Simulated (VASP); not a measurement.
Write the native input for VASP 6.6.1 that does the following.

* Task: relaxation of cell and atoms
* Functional: PBEsol
* Potentials or basis: VASP PAW PBE potentials, release 64 (Na_pv, Cl)
* Cutoff: 600 eV
* k mesh: 8 × 8 × 8
* Occupations: gaussian, width 0.02 eV
* Spin: no spin polarisation
* Further INCAR settings: ALGO = Normal; EDIFF = 1e-06; IBRION = 2; EDIFFG = -0.005; NSW = 40; ISIF = 3

The structure of NaCl lies in POSCAR:

```
NaCl
1.0
    0.0000000000      2.8000000000      2.8000000000
    2.8000000000      0.0000000000      2.8000000000
    2.8000000000      2.8000000000      0.0000000000
Na Cl
1 1
Direct
    0.0000000000      0.0000000000      0.0000000000
    0.5000000000      0.5000000000      0.5000000000
```

The cell was built by a generator and needn't be a form met in nature.

These files were run (other wordings do the same):

INCAR

```
PREC     = Accurate       # precision mode
ENCUT    = 600            # plane-wave cutoff, eV
EDIFF    = 1E-6           # SCF threshold, eV
ISMEAR   = 0              # smearing method
SIGMA    = 0.02           # smearing width, eV
LREAL    = False          # projectors in reciprocal space
LASPH    = True           # aspherical terms in the spheres
NELM     = 120            # most SCF steps
ALGO     = Normal         # electronic algorithm
ISIF     = 3              # what is computed and relaxed
LWAVE    = False          # write WAVECAR
LCHARG   = False          # write CHGCAR
GGA      = PS             # functional
IBRION   = 2              # ionic algorithm
NSW      = 40             # ionic steps
EDIFFG   = -0.005         # ionic threshold
```

KPOINTS

```
regular mesh
0
Gamma
  8 8 8
```

Potentials or basis: VASP PAW PBE potentials, release 64 (Na_pv, Cl).

The run is started by

```bash
$ cat potpaw_PBE.64/Na_pv/POTCAR potpaw_PBE.64/Cl/POTCAR > POTCAR
$ mpirun -np 1 vasp_std > vasp.out
```

It gave:

* Relaxed volume: 21.99 Å³/atom
* Relaxed cell: a = 3.962 Å, b = 3.962 Å, c = 3.962 Å, α = 60.00°, β = 60.00°, γ = 60.00°
* Space group after relaxing (to 0.05 Å): Fm-3m (No. 225)
* Energy gained by relaxing: 0.0 meV/atom
* Ionic steps: 2
* Pressure after relaxing: 0.0 GPa
* Band gap on the k mesh: 5.01 eV, direct

Caveat: the PAW data sets were made with another functional, which shifts forces and pressure a little.

Run time: 8.9 s on 1 thread of Intel(R) Xeon(R) Platinum 8488C (Sapphire Rapids), on a shared host, peak memory 0.17 GiB.
